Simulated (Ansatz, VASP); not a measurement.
Mo in VASP and in Ansatz

The input INCAR:

```
SYSTEM = Mo
  PREC = Accurate
  ENCUT = 520
  EDIFF = 1E-6
  ISMEAR = 0
  SIGMA = 0.15
  LREAL = .False.
  LASPH = .True.
  NELM = 100
  ALGO = Normal
  ISIF = 2
  LWAVE = .False.
  LCHARG = .False.
  GGA = PS
  NBANDS = 13
```

KPOINTS

```
Automatic mesh
0
Gamma
  18 18 18
  0 0 0
```

File POSCAR:

```
Mo
1.0
    2.6944777412      0.0000000000      0.0000000000
   -1.3472388706      2.3334861739      0.0000000000
    0.0000000000      0.0000000000      2.4785252790
Mo
1
Direct
    0.0000000000      0.0000000000      0.5000000000
```

Input for Ansatz:

```yaml
crystal:
  lattice:
    - [2.6944777412, 0.0, 0.0]
    - [-1.3472388706, 2.3334861739, 0.0]
    - [0.0, 0.0, 2.478525279]
  atoms:
    - { symbol: Mo, position: [0.0, 0.0, 0.5] }
basis:
  ecutwfc: 420
kpoints:
  mp_grid: { grid: [18, 18, 18] }
hamiltonian:
  xc: pbesol
scf:
  occupations: { method: gaussian, width: 0.15 }
output:
  forces: true
  stress: true
  eigenvalues: true
```

Change from the starting cell: strain -0.015 along x and y, -0.030 along z, atoms carried along.

Alike in both runs: task single point; functional PBEsol; k mesh 18 × 18 × 18; occupations gaussian, width 0.15 eV; no spin polarisation.

```csv
,VASP,Ansatz
version,VASP 6.6.1,Ansatz 0.2.0
potentials or method,"VASP PAW PBE potentials, release 64 (Mo_sv)","scalar-relativistic, plane waves, PAW"
plane-wave cutoff (eV),520,420
valence electrons in the cell,14,14
```

|  | VASP | Ansatz | Ansatz less VASP |
| --- | --- | --- | --- |
| gap on the k mesh at the Fermi level (eV) | none | none | - |
| pressure (GPa) | 11.4 | 10.7 | -0.69 |
| largest component of the traceless stress (GPa) | 1.86 | 2.10 | +0.243 |

A gap of «none» marks a metal or a gap that the smearing closes. With one functional, cell and mesh, what is left measures potentials, basis and numerics.

Caveats: the PAW data sets were made with another functional, which shifts forces and pressure a little (VASP).
